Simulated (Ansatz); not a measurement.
The system is KMgF3.

```
CELL_PARAMETERS angstrom
3.98590 0.00000 0.00000
0.00000 3.98590 0.00000
0.00000 0.00000 3.98590
ATOMIC_POSITIONS crystal
K 0.50000 0.50000 0.50000
Mg 0.00000 0.00000 0.00000
F 0.00000 0.00000 0.50000
F 0.50000 0.00000 0.00000
F 0.00000 0.50000 0.00000
```

The cell isn't the ideal one: another cell of the same crystal, with 5 atoms.

Program: Ansatz 0.2.0. Alike in all runs: potentials or basis Ansatz PAW; no spin polarisation; cell another cell of the same crystal, with 5 atoms; k mesh 7 × 7 × 7; cutoff (eV) 420.

Problem. Order these runs on this cell by their band gap on the k mesh, lowest first.
A. level PBEsol; smearing gaussian 0.1 eV
B. level PBE; smearing gaussian 0.01 eV; points for each segment of the path 14
C. level revPBE; smearing gaussian 0.05 eV

Solution. A (7.18 eV), B (7.37 eV), C (7.61 eV).

Caveats: odd divisions of the mesh miss points on the zone boundary, where band edges often lie, so the gap on the mesh can be too wide (some runs).

A k mesh can miss the band edges.
